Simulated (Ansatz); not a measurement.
Task: an optical spectrum of InSe, space group R3m, with Ansatz 0.2.0 through its Python package. Give the script and its output. Level of theory: r2SCAN, PAW, the default cutoff (500 eV here), 6×6×6 k-points, fixed occupations.

```
In Se
1.0
     2.00000    1.15470    8.44000
    -2.00000    1.15470    8.44000
     0.00000   -2.30940    8.44000
In Se
2 2
Direct
  0.00000 0.00000 0.00000
  0.11140 0.11140 0.11140
  0.61650 0.61650 0.61650
  0.82810 0.82810 0.82810
```

`run_optics.py`:
```python
# -*- coding: utf-8 -*-
'''Dielectric function of InSe against photon energy.'''

import ansatz as az
from ase import Atoms
import numpy as np


def main():
    atoms = Atoms(
        ['In', 'In', 'Se', 'Se'],
        scaled_positions=[
            (0.0, 0.0, 0.0),
            (0.1114, 0.1114, 0.1114),
            (0.6165, 0.6165, 0.6165),
            (0.8281, 0.8281, 0.8281),
        ],
        cell=[
            (2.0, 1.15470054, 8.44),
            (-2.0, 1.15470054, 8.44),
            (0.0, -2.30940108, 8.44),
        ],
        pbc=True,
    )
    cell = az.Crystal.from_ase(atoms)

    setup = (
        cell.calculation()
        .functional('r2SCAN')
        .pseudopotentials('paw')
        .kpoints(6)
        .occupations(az.OccupationsMethod.FIXED)
        .optics(energy_step=0.05, nscf_kmesh=(8, 8, 8), spectra_wanted_up_to=10)
    )
    result = setup.run()
    spectra = result.optics()
    energy, filling = np.asarray(spectra.photon_energy_ev), spectra.band_filling
    gapped = filling.kind == 'insulating'
    eps1 = np.asarray(filling.eps1 if gapped else filling.eps1_interband)[:3].mean(axis=0)
    eps2 = np.asarray(filling.eps2 if gapped else filling.eps2_interband)[:3].mean(axis=0)
    print('filling:', filling.kind, '- valid up to', round(spectra.valid_up_to_ev, 2), 'eV,', spectra.n_bands, 'bands')
    top = min(8, spectra.valid_up_to_ev)
    # mean of xx, yy and zz; between bands only where the bands are partly filled
    print('E (eV)    eps1      eps2')
    for e in np.arange(0.5, top + 0.01, 0.5):
        print(f'{e:5.1f} {np.interp(e, energy, eps1):9.3f} {np.interp(e, energy, eps2):9.3f}')
    if gapped:
        print('eps_inf, bands beyond those summed included:', np.round(filling.eps_inf[:3], 3))
    print('f-sum electrons:', np.round(filling.get('f_sum_n_eff'), 3))


if __name__ == '__main__':
    main()
```

`python run_optics.py` gives:
```text
DeckWarning: basis.ecutwfc = 500 eV, auto-derived from the records' recommended cutoffs: set by In (their level for a meta-GGA)
filling: insulating - valid up to 16.81 eV, 55 bands
E (eV)    eps1      eps2
  0.5     8.073     0.000
  1.0     8.627     0.455
  1.5     8.739     0.681
  2.0     9.587     0.823
  2.5    10.953     1.590
  3.0    13.726     4.969
  3.5    11.356    10.485
  4.0     6.769     9.902
  4.5     2.730    11.342
  5.0    -0.553    10.438
  5.5    -0.111     6.992
  6.0     0.457     6.176
  6.5     0.110     7.362
  7.0    -4.055     7.227
  7.5    -3.128     3.958
  8.0    -2.117     2.944
eps_inf, bands beyond those summed included: [7.59  7.59  8.984]
f-sum electrons: [22.967 22.967 22.899]
```
(Warnings from the package without file and line.)

Of the deposited cell: the entry's cell lengths or inner coordinates differ somewhat from later room-temperature determinations. Averages over directions belong to no single polarisation, least of all in layered crystals. The starting cell is as deposited in a crystallographic database; the results hold for this polymorph, which needn't be the stable one. Independent-particle spectra on Kohn-Sham bands hold no excitons, and semilocal gaps are too small. Finished in 13 min on 1 thread of Arm Neoverse V2 (shared host), peak memory 1.8 GiB.
